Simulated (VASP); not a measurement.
# Cu (Fm-3m) in VASP: elastic constants with PBE

Aim: the elastic constants of Cu with PBE.

All numbers are computed with VASP 6.6.1; they aren't measurements. Logs are shortened: lines on timing, memory, paths and dates and some standing lists are left out, and cuts for length are marked.

### 1 The structure

The structure is cubic, space group Fm-3m (No. 225). Conventional cell: a = 3.634 Å, b = 3.634 Å, c = 3.634 Å, α = 90.00°, β = 90.00°, γ = 90.00°. Cu (site symmetry m-3m) is surrounded by 12 Cu at 2.57 Å.

The cell was built by a generator and needn't be a form met in nature.

### 2 Elastic constants, PBE

Input file POSCAR:

```
Cu
1.0
    0.0000000000      1.8171973643      1.8171973643
    1.8171973643      0.0000000000      1.8171973643
    1.8171973643      1.8171973643     -0.0000000000
  Cu
     1
Direct
     0.0000000000000000    0.0000000000000000    0.0000000000000000
```

Input file INCAR.step1:

```
  PREC = Accurate
  ENCUT = 600
  EDIFF = 1E-8
  ISMEAR = 1
  SIGMA = 0.2
  LREAL = False
  LASPH = True
  NELM = 60
  ALGO = Normal
  ISIF = 3
  LWAVE = False
  LCHARG = False
  GGA = PE
  KPAR = 8
  IBRION = 2
  NSW = 40
  EDIFFG = -0.002
```

Input file INCAR.step2:

```
  PREC = Accurate
  ENCUT = 600
  EDIFF = 1E-8
  ISMEAR = 1
  SIGMA = 0.2
  LREAL = False
  LASPH = True
  NELM = 60
  ALGO = Normal
  ISIF = 3
  LWAVE = False
  LCHARG = False
  GGA = PE
  KPAR = 8
  IBRION = 6
  NFREE = 2
  POTIM = 0.015
  NSW = 1
```

Input file KPOINTS:

```
regular mesh
0
Gamma
  40 40 40
```

Potentials or basis: VASP PAW PBE potentials, release 64 (Cu).

Launch:

```
$ cat potpaw_PBE.64/Cu/POTCAR > POTCAR
$ cp INCAR.step1 INCAR
$ mpirun -np 8 vasp_std > vasp.out
$ cp CONTCAR POSCAR
$ cp INCAR.step2 INCAR
$ mpirun -np 8 vasp_std > vasp.out
```

OUTCAR:

```text
PREC = Accurate
   ENCUT = 600
   EDIFF = 1E-8
   ISMEAR = 1
   LREAL = False
   LASPH = True
   NELM = 60
   ISIF = 3
   GGA = PE
   IBRION = 6
   NFREE = 2
   POTIM = 0.015
   NSW = 1

 ion  position               nearest neighbor table
   1  0.000  0.000  0.000-

  LATTYP: Found a face centered cubic cell.
 ALAT       =     3.6343947286

  Lattice vectors:

 A1 = (   0.0000000000,   1.8171973643,   1.8171973643)
 A2 = (   1.8171973643,   0.0000000000,   1.8171973643)
 A3 = (   1.8171973643,   1.8171973643,   0.0000000000)

Analysis of symmetry for initial positions (statically):
=====================================================================
 Subroutine PRICEL returns:
 Original cell was already a primitive cell.

 Routine SETGRP: Setting up the symmetry group for a
 face centered cubic supercell.

 Subroutine GETGRP returns: Found 48 space group operations
 (whereof 48 operations were pure point group operations)
 out of a pool of 48 trial point group operations.

The static configuration has the point symmetry O_h .

Analysis of symmetry for dynamics (positions and initial velocities):
=====================================================================
 Subroutine PRICEL returns:
 Original cell was already a primitive cell.

 Routine SETGRP: Setting up the symmetry group for a
 face centered cubic supercell.

 Subroutine GETGRP returns: Found 48 space group operations
 (whereof 48 operations were pure point group operations)
 out of a pool of 48 trial point group operations.

The dynamic configuration has the point symmetry O_h .

 Subroutine INISYM returns: Found 48 space group operations
 (whereof 48 operations are pure point group operations),
 and found     1 'primitive' translations

----------------------------------------------------------------------------------------

                                     Primitive cell

  volume of cell :      12.0015

  direct lattice vectors                    reciprocal lattice vectors
     0.000000000  1.817197364  1.817197364    -0.275148979  0.275148979  0.275148979
     1.817197364  0.000000000  1.817197364     0.275148979 -0.275148979  0.275148979
     1.817197364  1.817197364  0.000000000     0.275148979  0.275148979 -0.275148979

  length of vectors
     2.569905158  2.569905158  2.569905158     0.476572012  0.476572012  0.476572012

  position of ions in fractional coordinates (direct lattice)
     0.000000000  0.000000000  0.000000000

  ion indices of the primitive-cell ions
   primitive index   ion index
                 1           1

----------------------------------------------------------------------------------------

 KPOINTS: regular mesh

Automatic generation of k-mesh.
 Grid dimensions read from file:
 generate k-points for:   40   40   40

 Generating k-lattice:

  Cartesian coordinates                     Fractional coordinates (reciprocal lattice)
    -0.006878724  0.006878724  0.006878724     0.025000000  0.000000000  0.000000000
     0.006878724 -0.006878724  0.006878724     0.000000000  0.025000000  0.000000000
     0.006878724  0.006878724 -0.006878724     0.000000000  0.000000000  0.025000000

  Length of vectors
     0.011914300  0.011914300  0.011914300

[... 90 lines left out ...]
 NGX is ok and might be reduce to    24
   NGX = 11   NGY = 11   NGZ = 11

--------------------------------------- Ionic step        1  -------------------------------------------

 number of electron      10.9999998 magnetization

 Free energy of the ion-electron system (eV)
  ---------------------------------------------------
  ext. energy  EPLUGINS =         0.00000000
  ---------------------------------------------------
  free energy    TOTEN  =        -3.72775285 eV

  energy without entropy =       -3.72759065  energy(sigma->0) =       -3.72769879

------------------------ aborting loop because EDIFF is reached ----------------------------------------

  FORCE on cell =-STRESS in cart. coord.  units (eV):
  Direction    XX          YY          ZZ          XY          YZ          ZX
  --------------------------------------------------------------------------------------
  -------------------------------------------------------------------------------------
  Total        0.0011872      0.0011872      0.0011872      0.0000000      0.0000000      0.0000000
  in kB        0.1584854      0.1584854      0.1584854      0.0000000      0.0000000      0.0000000
  external PRESSURE =       0.1584854 kB  Pullay stress =       0.0000000 kB
[... 86 lines left out ...]
  FREE ENERGIE OF THE ION-ELECTRON SYSTEM (eV)
  ---------------------------------------------------
  free  energy   TOTEN  =        -3.7262673378 eV

  energy  without entropy=       -3.7261632945  energy(sigma->0) =       -3.72623266

[... ionic steps 4 to 12 ...]

--------------------------------------- Ionic step       13  -------------------------------------------

 number of electron      10.9999998 magnetization

------------------------ aborting loop because EDIFF is reached ----------------------------------------
[... 65 lines left out ...]
--------------------------------------- Ionic step       15  -------------------------------------------

 number of electron      10.9999999 magnetization

 Free energy of the ion-electron system (eV)
  ---------------------------------------------------
  ext. energy  EPLUGINS =         0.00000000
  ---------------------------------------------------
  free energy    TOTEN  =        -3.72775306 eV

  energy without entropy =       -3.72759085  energy(sigma->0) =       -3.72769899

 E-fermi :   7.4068     XC(G=0): -12.6332

 val. band max:        7.4046250584   @ k =   0.5000   0.3500   0.1500
 cond. band min:       7.4085314968   @ k =   0.5000   0.2250   0.0750
 fundamental gap:      0.0039064384
 Fermi energy:         7.4067644511

 k-point     1 :       0.0000    0.0000    0.0000
  band No.  band energies     occupation
      1      -1.8416      2.00000
      2       4.4084      2.00000
      3       4.4084      2.00000
      4       4.4084      2.00000
      5       5.2100      2.00000
      6       5.2100      2.00000
      7      29.8533      0.00000
      8      32.3734      0.00000
      9      32.3734      0.00000
[... 265 lines left out ...]
 k-point    24 :       0.0750    0.0250    0.0000
  band No.  band energies     occupation
      1      -1.6617      2.00000
      2       4.3670      2.00000
      3       4.4427      2.00000
      4       4.4453      2.00000
      5       5.1801      2.00000
      6       5.2137      2.00000
      7      28.7918      0.00000
      8      30.6972      0.00000
      9      31.2631      0.00000

 [... further k-points ...]
[... 5 lines left out ...]
  --------------------------------------------------------------------------------------
  -------------------------------------------------------------------------------------
  Total        0.0011850      0.0011850      0.0011850      0.0000000     -0.0000000      0.0000000
  in kB        0.1581946      0.1581946      0.1581946      0.0000000     -0.0000000      0.0000000
  external PRESSURE =       0.1581946 kB  Pullay stress =       0.0000000 kB
[... 16 lines left out ...]
  FREE ENERGIE OF THE ION-ELECTRON SYSTEM (eV)
  ---------------------------------------------------
  free  energy   TOTEN  =        -3.7277530612 eV

  energy  without entropy=       -3.7275908549  energy(sigma->0) =       -3.72769899

 INTERNAL STRAIN TENSORS FROM STRAINED CELLS
 ============================================

 INTERNAL STRAIN TENSOR FOR ION    1 for displacements in x,y,z  (eV/Angst):
          X           Y           Z          XY          YZ          ZX
  --------------------------------------------------------------------------------
  x     0.00000     0.00000     0.00000     0.00000    -0.00000     0.00000
  y     0.00000     0.00000    -0.00000     0.00000     0.00000     0.00000
  z    -0.00000    -0.00000     0.00000     0.00000     0.00000     0.00000

 INTERNAL STRAIN TENSORS FROM DISPLACED ATOMS
 ============================================

 INTERNAL STRAIN TENSOR FOR ION    1 for displacements in x,y,z  (eV/Angst):
          X           Y           Z          XY          YZ          ZX
  --------------------------------------------------------------------------------
  x     0.00000     0.00000     0.00000     0.00000     0.00000     0.00000
  y     0.00000     0.00000     0.00000     0.00000     0.00000     0.00000
  z     0.00000     0.00000     0.00000     0.00000     0.00000     0.00000

 Eigenvectors and eigenvalues of the dynamical matrix
 ----------------------------------------------------

   1 f/i=    0.000000 THz     0.000000 2PiTHz    0.000000 cm-1     0.000000 meV
             X         Y         Z           dx          dy          dz
      0.000000  0.000000  0.000000     1.000000    0.000000    0.000000

   2 f/i=    0.000000 THz     0.000000 2PiTHz    0.000000 cm-1     0.000000 meV
             X         Y         Z           dx          dy          dz
      0.000000  0.000000  0.000000     0.000000    1.000000    0.000000

   3 f/i=    0.000000 THz     0.000000 2PiTHz    0.000000 cm-1     0.000000 meV
             X         Y         Z           dx          dy          dz
      0.000000  0.000000  0.000000     0.000000    0.000000    1.000000

--------------------------------------------------------------------------------------------------------

 ELASTIC MODULI CONTR FROM IONIC RELAXATION (kBar)
 Direction    XX          YY          ZZ          XY          YZ          ZX
 --------------------------------------------------------------------------------
 XX           0.0000      0.0000      0.0000      0.0000      0.0000      0.0000
 YY           0.0000      0.0000      0.0000      0.0000      0.0000      0.0000
 ZZ           0.0000      0.0000      0.0000      0.0000      0.0000      0.0000
 XY           0.0000      0.0000      0.0000      0.0000      0.0000      0.0000
 YZ           0.0000      0.0000      0.0000      0.0000      0.0000      0.0000
 ZX           0.0000      0.0000      0.0000      0.0000      0.0000      0.0000
 --------------------------------------------------------------------------------

 TOTAL ELASTIC MODULI (kBar)
 Direction    XX          YY          ZZ          XY          YZ          ZX
 --------------------------------------------------------------------------------
 XX        1710.8394   1209.8717   1209.8717     -0.0000     -0.0000      0.0000
 YY        1209.8717   1710.8394   1209.8717      0.0000     -0.0000     -0.0000
 ZZ        1209.8717   1209.8717   1710.8394      0.0000      0.0000     -0.0000
 XY          -0.0000      0.0000      0.0000    755.6462      0.0000      0.0000
 YZ          -0.0000     -0.0000      0.0000      0.0000    755.6462      0.0000
 ZX           0.0000     -0.0000     -0.0000      0.0000      0.0000    755.6462
 --------------------------------------------------------------------------------
```

Run time: 12 min. Hardware: 8 MPI ranks of Intel Xeon 6975P-C (Granite Rapids), shared host; peak memory 3.6 GiB.

What came out:

| Item | Value |
| --- | --- |
| Elastic constants C11, C12, C44 | 171, 121, 76 GPa |
| Voigt bulk modulus | 138 GPa |

Elastic tensor in Voigt notation (GPa, in the Cartesian axes of the cell as first typed):
```
171 121 121   0   0   0
121 171 121   0   0   0
121 121 171   0   0   0
  0   0   0  76   0   0
  0   0   0   0  76   0
  0   0   0   0   0  76
```

Clamped-ion elastic tensor (GPa):
```
171 121 121   0   0   0
121 171 121   0   0   0
121 121 171   0   0   0
  0   0   0  76   0   0
  0   0   0   0  76   0
  0   0   0   0   0  76
```
